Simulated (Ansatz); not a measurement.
# TePb: the cost of one run

Computed with Ansatz 0.2.0 (DFT PBE, scalar-relativistic, plane waves, PAW, unless a step's input says otherwise).

1 further run of the same task is left out (set aside as unsound or not needed).

### Step 1. Starting point

It takes space group Fm-3m (No. 225, cubic). Conventional cell: a = 6.454 Å, b = 6.454 Å, c = 6.454 Å, α = 90.00°, β = 90.00°, γ = 90.00°. Around Te (site symmetry m-3m) lie 6 Pb at 3.23 Å. Pb (site symmetry m-3m) is surrounded by 6 Te at 3.23 Å.

Coordinates:

```cif
data_structure
_symmetry_space_group_name_H-M 'Fm-3m'
_symmetry_Int_Tables_number 225
_cell_length_a 6.4540
_cell_length_b 6.4540
_cell_length_c 6.4540
_cell_angle_alpha 90.000
_cell_angle_beta 90.000
_cell_angle_gamma 90.000
_cell_volume 268.84
loop_
_atom_site_label
_atom_site_type_symbol
_atom_site_symmetry_multiplicity
_atom_site_Wyckoff_symbol
_atom_site_fract_x
_atom_site_fract_y
_atom_site_fract_z
_atom_site_occupancy
Te1 Te 4 b 0.50000 0.00000 0.00000 1
Pb1 Pb 4 a 0.00000 0.00000 0.00000 1
```

The structure comes from the Crystallography Open Database.

### Step 2. A distortion that keeps the symmetry

Against the listed cell: strain xx, yy, zz, yz, xz, xy = +3.7, +3.7, +3.7, +0.0, +0.0, +0.0 %.

File input.yaml:

```yaml
crystal:
  lattice:
    - [0.0, 3.3447855, 3.3447855]
    - [3.3447855, 0.0, 3.3447855]
    - [3.3447855, 3.3447855, 0.0]
  atoms:
    - { symbol: Te, position: [0.5, 0.5, 0.5] }
    - { symbol: Pb, position: [0.0, 0.0, 0.0] }
basis:
  ecutwfc: 420
kpoints:
  mp_grid: { grid: [8, 8, 8] }
hamiltonian:
  xc: pbe
scf:
  occupations: { method: gaussian, width: 0.02 }
output:
  forces: true
  stress: true
  eigenvalues: true
```

Launch:

```
ansatz run input.yaml --threads 1 --pin off --max-ram 1331MiB --backend cpu --events-out ev --progress --plain --runs-dir out
```

Q: Estimate wall time and peak memory on 1 thread of an Arm CPU, shared host.

About 3.2 s, with a peak of 0.35 GiB.
